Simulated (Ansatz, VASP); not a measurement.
One calculation of AgCl (Chlorargyrite), two programs

```
Ag Cl
1.0
     0.00000    2.80477    2.80477
     2.80477    0.00000    2.80477
     2.80477    2.80477    0.00000
Ag Cl
1 1
Cartesian
  0.0000 0.0000 0.0000
  2.8048 2.8048 2.8048
```

Alike in both runs: task electric field gradients; functional PBE; k mesh 10 × 10 × 10; occupations gaussian, width 0.05 eV; no spin polarisation.

|  | VASP | Ansatz |
| --- | --- | --- |
| version | VASP 6.6.1 | Ansatz 0.2.0 |
| potentials or method | VASP PAW PBE potentials, release 64 (Ag, Cl) | scalar-relativistic, plane waves, PAW |
| plane-wave cutoff (eV) | 520 | 420 |
| valence electrons in the cell | 18 | 26 |

```tsv
	VASP	Ansatz	Ansatz less VASP
gap on the k mesh at the Fermi level (eV)	0.92	0.92	+0.002
least direct gap on the mesh (eV)	3.01	3.01	+0.002
pressure (GPa)	-0.1	0.0	+0.13
Vzz of the field gradient on the site that differs most (V/Å²)	0.0	0.0	0.00
```

The two sets of potentials don't hold the same shells in valence. Ansatz warned: «gradients_without_spin_orbit».

A k mesh can miss the band edges.
